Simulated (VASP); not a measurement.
Wanted: the native input for a VASP 6.6.1 run.

| Item | Value |
| --- | --- |
| Task | relaxation of cell and atoms |
| Functional | PBEsol0 |
| Potentials or basis | VASP PAW PBE potentials, release 64 (Pb_d, S) |
| Cutoff | 600 eV |
| k mesh | 4 × 4 × 4 |
| Occupations | fermi-dirac, width 0.05 eV |
| Spin | no spin polarisation |
| Grid for exact exchange (PRECFOCK) | Fast |
| Exchange at q = 0 | truncated |
| Further INCAR settings | ALGO = Normal; EDIFF = 1e-06; IBRION = 2; EDIFFG = -0.01; NSW = 40; ISIF = 3 |

PbS (Galena):

```
Pb S
1.0
     0.00000    2.96575    2.96575
     2.96575    0.00000    2.96575
     2.96575    2.96575    0.00000
Pb S
1 1
Cartesian
  0.0000 0.0000 0.0000
  2.9657 2.9657 2.9657
```

These files were run (other wordings do the same):

POSCAR

```
PbS
1.0
    0.0000000000      2.9657500000      2.9657500000
    2.9657500000      0.0000000000      2.9657500000
    2.9657500000      2.9657500000      0.0000000000
Pb S
1 1
Direct
    0.0000000000      0.0000000000      0.0000000000
    0.5000000000      0.5000000000      0.5000000000
```

INCAR.step1

```
SYSTEM = PbS
  PREC = Accurate
  ENCUT = 600
  EDIFF = 1E-5
  ISMEAR = -1
  SIGMA = 0.05
  LREAL = .False.
  LASPH = .True.
  NELM = 100
  ALGO = Normal
  LWAVE = .True.
  LCHARG = .False.
  GGA = PE
```

INCAR.step2

```
SYSTEM = PbS
  PREC = Accurate
  ENCUT = 600
  EDIFF = 1E-6
  ISMEAR = -1
  SIGMA = 0.05
  LREAL = .False.
  LASPH = .True.
  NELM = 100
  ALGO = Normal
  ISIF = 3
  LWAVE = .False.
  LCHARG = .False.
  GGA = PS
  LHFCALC = .True.
  AEXX = 0.25
  PRECFOCK = Fast
  HFRCUT = -1
  IBRION = 2
  NSW = 40
  EDIFFG = -0.01
  ISTART = 1
```

KPOINTS

```
Automatic mesh
0
Gamma
  4 4 4
  0 0 0
```

Potentials or basis: VASP PAW PBE potentials, release 64 (Pb_d, S).

Run with:

```console
$ cat potpaw_PBE.64/Pb_d/POTCAR potpaw_PBE.64/S/POTCAR > POTCAR
$ cp INCAR.step1 INCAR
$ mpirun -np 1 vasp_std > vasp.out
$ cp INCAR.step2 INCAR
$ mpirun -np 1 vasp_std > vasp.out
```

Results of the run:

```json
{"Relaxed volume": "25.72 Å³/atom", "Relaxed cell": "a = 4.174 Å, b = 4.174 Å, c = 4.174 Å, α = 60.00°, β = 60.00°, γ = 60.00°", "Space group after relaxing (to 0.05 Å)": "Fm-3m (No. 225)", "Energy gained by relaxing": "1.2 meV/atom", "Ionic steps": "4", "Pressure after relaxing": "0.0 GPa", "Band gap on the k mesh": "1.25 eV, direct"}
```

Caveat: the k mesh is coarse (spacing up to 0.46 Å⁻¹), so the values aren't converged, least of all with exact exchange; the PAW data sets were made with another functional, which shifts forces and pressure a little; spin-orbit coupling is left out, which as a rule narrows the gap of such compounds by several tenths of an eV.

It took 27 min on 1 thread of AMD EPYC 7571, with other jobs on the host, peak memory 0.18 GiB.
